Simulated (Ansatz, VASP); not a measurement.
## Two plane-wave programs on Tl

Contents of INCAR:

```
SYSTEM = Tl
PREC = Accurate
ENCUT = 520
EDIFF = 1E-6
ISMEAR = 0
SIGMA = 0.1
LREAL = .False.
LASPH = .True.
NELM = 100
ALGO = Fast
ISIF = 2
LWAVE = .False.
LCHARG = .False.
GGA = PS
NBANDS = 20
```

Contents of KPOINTS:

```
regular mesh
0
Gamma
  12 12 6
  0 0 0
```

Contents of POSCAR:

```
Tl
1.0
    3.4054716605      0.0000000000      0.0202175904
   -1.7027358303      2.9580841977     -0.0101087952
    0.0323212500      0.0000000000      5.7839015000
Tl
2
Direct
    0.3583919506      0.7167839014      0.2500000000
    0.6416080494      0.2832160986      0.7500000000
```

Input for Ansatz:

```yaml
crystal:
  lattice:
    - [3.4054716605, 0.0, 0.0202175904]
    - [-1.7027358303, 2.9580841977, -0.0101087952]
    - [0.03232125, 0.0, 5.7839015]
  atoms:
    - { symbol: Tl, position: [0.3583919506, 0.7167839014, 0.25] }
    - { symbol: Tl, position: [0.6416080494, 0.2832160986, 0.75] }
basis:
  ecutwfc: 420
kpoints:
  mp_grid: { grid: [12, 12, 6] }
hamiltonian:
  xc: pbesol
scf:
  occupations: { method: gaussian, width: 0.1 }
output:
  forces: true
  stress: true
  eigenvalues: true
  populations: true
```

Alike in both runs: task single point; functional PBEsol; k mesh 12 × 12 × 6; occupations gaussian, width 0.1 eV; no spin polarisation.

|  | VASP | Ansatz |
| --- | --- | --- |
| version | VASP 6.6.1 | Ansatz 0.2.0 |
| potentials or method | VASP PAW PBE potentials, release 64 (Tl_d) | scalar-relativistic, plane waves, PAW |
| plane-wave cutoff (eV) | 520 | 420 |
| valence electrons in the cell | 26 | 26 |

Ansatz gave:

| Property | Result |
| --- | --- |
| gap on the k mesh at the Fermi level (eV) | none |
| pressure (GPa) | -0.6 |
| largest component of the traceless stress (GPa) | 1.57 |
| rms of the force components (eV/Å) | 0.031 |

Task: What did VASP give for the same quantities?

Result: gap on the k mesh at the Fermi level (eV): none; pressure (GPa): -0.6; largest component of the traceless stress (GPa): 1.58; rms of the force components (eV/Å): 0.031.

Atom by atom the forces differ by 0.000 eV/Å (rms over components). A gap of «none» marks a metal or a gap that the smearing closes. The functional is the same, so the differences come from potentials, cutoffs and numerics.

Caveats: the PAW data sets were made with another functional, which shifts forces and pressure a little (VASP). The runs have no spin-orbit coupling, so splittings on Tl are missing.
